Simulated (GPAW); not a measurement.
# TiPt3 (Pm-3m) in GPAW: settings compared, part 3 of 3

GPAW 26.7.0. Earlier steps stand in the parts before.

**6. Relaxation of cell and atoms, PBEsol+D4**

Contents of run.py:

```python
from ase import Atoms
from ase.calculators.mixing import SumCalculator
from ase.filters import FrechetCellFilter
from ase.io import write
from ase.optimize import BFGS
from dftd4.ase import DFTD4
from gpaw import GPAW, PW, setup_paths

setup_paths.insert(0, '.')

atoms = Atoms(['Pt', 'Pt', 'Pt', 'Ti'],
              cell=[[3.897, 0.0, 0.0],
                    [0.0, 3.897, 0.0],
                    [0.0, 0.0, 3.897]],
              scaled_positions=[[0.5, 0.5, 0.0],
                                [0.5, 0.0, 0.5],
                                [0.0, 0.5, 0.5],
                                [0.0, 0.0, 0.0]],
              pbc=True)

calc = GPAW(mode=PW(600),
            xc='PBEsol',
            kpts={'size': (7, 7, 7), 'gamma': True},
            occupations={'name': 'fermi-dirac', 'width': 0.05},
            nbands=52,
            convergence={'density': 1e-05, 'forces': 0.0001},
            maxiter=150,
            txt='gpaw.txt')
atoms.calc = SumCalculator([calc, DFTD4(method='pbesol')])
opt = BFGS(FrechetCellFilter(atoms), trajectory='relax.traj', logfile='-')
done = opt.run(fmax=0.02, steps=60)
calc.write('gs.gpw')
write('result.traj', atoms)
print('Converged:', done)
print('Cell:', atoms.cell.cellpar().round(4))
print('Volume:', round(atoms.get_volume(), 4))
print(atoms.get_scaled_positions().round(5))
```

Potentials or basis: PAW data sets generated in the run's folder for this functional, pw.

Launch:

```bash
$ gpaw-setup -f PBEsol Pt Ti
$ OMP_NUM_THREADS=1 python run.py
```

gpaw.txt:

```text
__  _  _
 | _ |_)|_||  |
 |__||  | ||/\| - 26.7.0

Input parameters:
  mode=PW(ecut=600.0),
  convergence={'density': 1e-05, 'forces': 0.0001},
  kpts=MonkhorstPack(size=(7, 7, 7), gamma=True),
  maxiter=150,
  nbands=52,
  occupations=Occupations(name='fermi-dirac', width=0.05),
  xc=XC(name='PBEsol')

Diagonalizing LCAO Hamiltonian
Converting LCAO to pw mode
   .---------.
  /|         |
 * |         |
 |Pt         |
 | |         |
 | .--Pt-----.
 |/    Pt   /
 Ti--------*

Atoms  # Å, Bohr magnetons
|   | symbol |        x |        y |        z |    initial magnetic moments |
|---|--------|----------|----------|----------|-----------------------------|
| 0 |     Pt | 1.948500 | 1.948500 | 0.000000 | ( 0.0000,  0.0000,  0.0000) |
| 1 |     Pt | 1.948500 | 0.000000 | 1.948500 | ( 0.0000,  0.0000,  0.0000) |
| 2 |     Pt | 0.000000 | 1.948500 | 1.948500 | ( 0.0000,  0.0000,  0.0000) |
| 3 |     Ti | 0.000000 | 0.000000 | 0.000000 | ( 0.0000,  0.0000,  0.0000) |

Unit cell  # Å
| periodic |        x |        y |        z |  lengths |    angles |
|----------|----------|----------|----------|----------|-----------|
|      yes | 3.897000 | 0.000000 | 0.000000 | 3.897000 | 90.000000 |
|      yes | 0.000000 | 3.897000 | 0.000000 | 3.897000 | 90.000000 |
|      yes | 0.000000 | 0.000000 | 3.897000 | 3.897000 | 90.000000 |

Number of symmetries: 48
Symmetry operations  # r_c * U_cc + t_c -> r_c
|    | kind |            matrix            |
|----|------|------------------------------|
|  0 |  E   |  1, 0, 0,  0, 1, 0,  0, 0, 1 |
|  1 |  σ   |  1, 0, 0,  0, 1, 0,  0, 0,-1 |
|  2 |  σ   |  1, 0, 0,  0, 0, 1,  0, 1, 0 |
|  3 |  C4  |  1, 0, 0,  0, 0, 1,  0,-1, 0 |
|  4 |  C4  |  1, 0, 0,  0, 0,-1,  0, 1, 0 |
|  5 |  σ   |  1, 0, 0,  0, 0,-1,  0,-1, 0 |
|  6 |  σ   |  1, 0, 0,  0,-1, 0,  0, 0, 1 |
|  7 |  C2  |  1, 0, 0,  0,-1, 0,  0, 0,-1 |
|  8 |  σ   |  0, 1, 0,  1, 0, 0,  0, 0, 1 |
[... 236 lines left out ...]
Stress tensor  # eV/Ang^3
|         x |         y |         z |
|-----------|-----------|-----------|
| -0.002415 |  0.000000 |  0.000000 |
|  0.000000 | -0.002415 |  0.000000 |
|  0.000000 |  0.000000 | -0.002415 |

Forces  # eV/Ang
|        x |        y |        z |
[... 20 lines left out ...]

Unit cell  # Å
| periodic |        x |        y |        z |  lengths |    angles |
|----------|----------|----------|----------|----------|-----------|
|      yes | 3.892754 | 0.000000 | 0.000000 | 3.892754 | 90.000000 |
|      yes | 0.000000 | 3.892754 | 0.000000 | 3.892754 | 90.000000 |
|      yes | 0.000000 | 0.000000 | 3.892754 | 3.892754 | 90.000000 |

Number of symmetries: 48
Symmetry operations  # r_c * U_cc + t_c -> r_c
|    | kind |            matrix            |
|----|------|------------------------------|
|  0 |  E   |  1, 0, 0,  0, 1, 0,  0, 0, 1 |
|  1 |  σ   |  1, 0, 0,  0, 1, 0,  0, 0,-1 |
|  2 |  σ   |  1, 0, 0,  0, 0, 1,  0, 1, 0 |
|  3 |  C4  |  1, 0, 0,  0, 0, 1,  0,-1, 0 |
|  4 |  C4  |  1, 0, 0,  0, 0,-1,  0, 1, 0 |
|  5 |  σ   |  1, 0, 0,  0, 0,-1,  0,-1, 0 |
|  6 |  σ   |  1, 0, 0,  0,-1, 0,  0, 0, 1 |
|  7 |  C2  |  1, 0, 0,  0,-1, 0,  0, 0,-1 |
|  8 |  σ   |  0, 1, 0,  1, 0, 0,  0, 0, 1 |
[... 233 lines left out ...]
Stress tensor  # eV/Ang^3
|         x |         y |         z |
|-----------|-----------|-----------|
| -0.007871 | -0.000000 |  0.000000 |
| -0.000000 | -0.007871 |  0.000000 |
|  0.000000 |  0.000000 | -0.007871 |

Forces  # eV/Ang
|        x |        y |       z |
|----------|----------|---------|
| -0.00000 | -0.00000 | 0.00000 |  # Pt   0
| -0.00000 |  0.00000 | 0.00000 |  # Pt   1
|  0.00000 |  0.00000 | 0.00000 |  # Pt   2
|  0.00000 | -0.00000 | 0.00000 |  # Ti   3

Interpolating wave functions to new cell

         Pt
            Pt
              Pt
       Ti

Atoms  # Å, Bohr magnetons
|   | symbol |         x |         y |         z |    initial magnetic moments |
|---|--------|-----------|-----------|-----------|-----------------------------|
| 0 |     Pt |  1.940348 |  1.940348 | -0.000000 | ( 0.0000,  0.0000,  0.0000) |
| 1 |     Pt |  1.940348 | -0.000000 |  1.940348 | ( 0.0000,  0.0000,  0.0000) |
| 2 |     Pt | -0.000000 |  1.940348 |  1.940348 | ( 0.0000,  0.0000,  0.0000) |
| 3 |     Ti | -0.000000 | -0.000000 | -0.000000 | ( 0.0000,  0.0000,  0.0000) |

Unit cell  # Å
| periodic |        x |         y |         z |  lengths |    angles |
|----------|----------|-----------|-----------|----------|-----------|
|      yes | 3.880696 |  0.000000 |  0.000000 | 3.880696 | 90.000000 |
|      yes | 0.000000 |  3.880696 | -0.000000 | 3.880696 | 90.000000 |
|      yes | 0.000000 | -0.000000 |  3.880696 | 3.880696 | 90.000000 |

Number of symmetries: 48
Symmetry operations  # r_c * U_cc + t_c -> r_c
|    | kind |            matrix            |
|----|------|------------------------------|
|  0 |  E   |  1, 0, 0,  0, 1, 0,  0, 0, 1 |
|  1 |  σ   |  1, 0, 0,  0, 1, 0,  0, 0,-1 |
|  2 |  σ   |  1, 0, 0,  0, 0, 1,  0, 1, 0 |
|  3 |  C4  |  1, 0, 0,  0, 0, 1,  0,-1, 0 |
|  4 |  C4  |  1, 0, 0,  0, 0,-1,  0, 1, 0 |
|  5 |  σ   |  1, 0, 0,  0, 0,-1,  0,-1, 0 |
|  6 |  σ   |  1, 0, 0,  0,-1, 0,  0, 0, 1 |
|  7 |  C2  |  1, 0, 0,  0,-1, 0,  0, 0,-1 |
|  8 |  σ   |  0, 1, 0,  1, 0, 0,  0, 0, 1 |
[... 234 lines left out ...]
Stress tensor  # eV/Ang^3
|         x |         y |         z |
|-----------|-----------|-----------|
| -0.023905 | -0.000000 |  0.000000 |
| -0.000000 | -0.023905 | -0.000000 |
|  0.000000 | -0.000000 | -0.023905 |

Forces  # eV/Ang
|        x |        y |        z |
|----------|----------|----------|
| -0.00000 | -0.00000 |  0.00000 |  # Pt   0
| -0.00000 | -0.00000 | -0.00000 |  # Pt   1
| -0.00000 |  0.00000 | -0.00000 |  # Pt   2
|  0.00000 |  0.00000 |  0.00000 |  # Ti   3

# Writing to gs.gpw (mode='')
```

It took 2.3 min on 1 thread of AMD EPYC 7R43 (Zen 3), shared host; peak memory 0.28 GiB.

Results:

* Free energy: -34.0273 eV
* Relaxed volume: 14.61 Å³/atom
* Relaxed cell: a = 3.881 Å, b = 3.881 Å, c = 3.881 Å, α = 90.00°, β = 90.00°, γ = 90.00°
* Space group after relaxing (to 0.05 Å): Pm-3m (No. 221)
* Energy gained by relaxing: 1.5 meV/atom
* Ionic steps: 3
* Pressure after relaxing: 0.1 GPa
* Band gap on the k mesh: none (metal or under the smearing width)
* Dispersion energy per atom: -0.374 eV

Step by step:
```csv
step,energy change (eV),largest force (eV/Å),pressure (GPa),volume (Å³)
1,0.0000,0.0000,-3.31,59.18
2,-0.0032,0.0000,-2.45,58.99
3,-0.0062,0.0000,0.05,58.44
```

Final structure:
```
Pt Ti
1.0
     3.88070    0.00000    0.00000
     0.00000    3.88070    0.00000
     0.00000    0.00000    3.88070
Pt Ti
3 1
Direct
  0.50000 0.50000 0.00000
  0.50000 0.00000 0.50000
  0.00000 0.50000 0.50000
  0.00000 0.00000 0.00000
```

Caveat: later steps reuse the first step's grids; pairwise dispersion overbinds metals, which lowers pressure and volume. Spin-orbit coupling is left out, which matters for the levels of Pt.

**7. Overview**

| level | gap on the mesh (eV) | pressure (GPa) | relaxed volume (Å³/atom) |
| --- | --- | --- | --- |
| PBEsol | none | 0.0 | 14.82 |
| PBEsol+D3 | none | 0.0 | 14.38 |
| PBEsol+D3(BJ) | none | 0.0 | 14.37 |
| PBEsol+D3(BJ)+ATM | none | 0.1 | 14.50 |
| PBEsol+D4 | none | 0.1 | 14.61 |

Alike in all rows: task relaxation of cell and atoms; potentials or basis PAW data sets generated in the run's folder for this functional, pw; no spin polarisation; cell relaxed; k mesh 7 × 7 × 7; cutoff (eV) 600; smearing fermi-dirac 0.05 eV.

Caveats: later steps reuse the first step's grids; pairwise dispersion overbinds metals, which lowers pressure and volume (some runs).

Total energies depend on the potentials used, so only differences within one code and one set of settings carry meaning.
